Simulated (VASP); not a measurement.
Wanted: the native input for a VASP 6.6.1 run.

```yaml
Task: single point
Functional: PBE
Potentials_or_basis: VASP PAW PBE potentials, release 64 (Al, N)
Cutoff: 520 eV
k_mesh: 8 × 8 × 8
Occupations: gaussian, width 0.01 eV
Spin: no spin polarisation
Dipole_correction: no
Further_INCAR_settings: ALGO = Fast; EDIFF = 1e-07; NBANDS = 11
```

The structure of AlN lies in POSCAR:

```
AlN
1.0
    0.0000000000      2.0351776775      2.0351776775
    2.0351776775      0.0000000000      2.0351776775
    2.0351776775      2.0351776775      0.0000000000
Al N
1 1
Direct
    0.0000000000      0.0000000000      0.0000000000
    0.5000000000      0.5000000000      0.5000000000
```

Measurements of this composition are mostly on another form, of space group No. 186.

One way to write it, as run:

INCAR

```
ALGO = Fast
EDIFF = 1E-7
ENCUT = 520
GGA = PE
ISIF = 2
ISMEAR = 0
LASPH = True
LCHARG = False
LREAL = False
LWAVE = False
NBANDS = 11
NELM = 100
PREC = Accurate
SIGMA = 0.01
```

KPOINTS

```
k-points
0
Gamma
  8 8 8
```

Potentials or basis: VASP PAW PBE potentials, release 64 (Al, N).

Launch:

```console
$ cat potpaw_PBE.64/Al/POTCAR potpaw_PBE.64/N/POTCAR > POTCAR
$ mpirun -np 1 vasp_std > vasp.out
```

Results of the run:

```json
{"Pressure": "-0.2 GPa", "Band gap on the k mesh": "4.41 eV, indirect (least direct gap 5.39 eV)"}
```

It took 6.3 s on 1 thread of Intel(R) Xeon(R) Platinum 8259CL CPU @ 2.50GHz (Skylake/Cascade Lake) (shared host), peak memory 0.13 GiB.
